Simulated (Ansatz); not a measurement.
# CdS: the cost of one run

Method: DFT PBEsol, scalar-relativistic, plane waves, PAW, in Ansatz 0.2.0.

The COD entry's cell or inner coordinates are ideal or old and differ from later refinements, so a difference from it is no clean test against experiment.

2 further runs of the same task are left out: 1 that didn't finish, 1 set aside as unsound or not needed.

### 1 The system as given

It takes space group F-43m (No. 216, cubic). The conventional cell has a = 5.820 Å, b = 5.820 Å, c = 5.820 Å, α = 90.00°, β = 90.00°, γ = 90.00°. Cd (site symmetry -43m) has 4 S at 2.52 Å as nearest neighbours. S (site symmetry -43m) has 4 Cd at 2.52 Å as nearest neighbours.

Coordinates:

```xyz
2
Lattice="0.0000 2.9100 2.9100 2.9100 0.0000 2.9100 2.9100 2.9100 0.0000" Properties=species:S:1:pos:R:3 pbc="T T T"
Cd    0.0000    0.0000    0.0000
S     4.3650    4.3650    4.3650
```

The structure comes from the Crystallography Open Database.

### 2 A distortion that keeps the symmetry

The change: strain xx, yy, zz, yz, xz, xy = -3.9, -3.9, -3.9, +0.0, +0.0, +0.0 %.

input.yaml

```yaml
crystal:
  lattice:
    - [0.0, 2.7974703, 2.7974703]
    - [2.7974703, 0.0, 2.7974703]
    - [2.7974703, 2.7974703, 0.0]
  atoms:
    - { symbol: Cd, position: [0.0, 0.0, 0.0] }
    - { symbol: S, position: [0.75, 0.75, 0.75] }
basis:
  ecutwfc: 420
kpoints:
  mp_grid: { grid: [8, 8, 8] }
hamiltonian:
  xc: pbesol
scf:
  occupations: { method: gaussian, width: 0.02 }
output:
  forces: true
  stress: true
  eigenvalues: true
  populations: true
```

Run with:

```console
ansatz run input.yaml --threads 1 --pin off --max-ram 1331MiB --backend cpu --events-out ev --progress --plain --runs-dir out
```

Q: Estimate wall time and peak memory on 1 thread of an x86-64 CPU, shared host.

About 5.3 s, with a peak of 0.33 GiB.
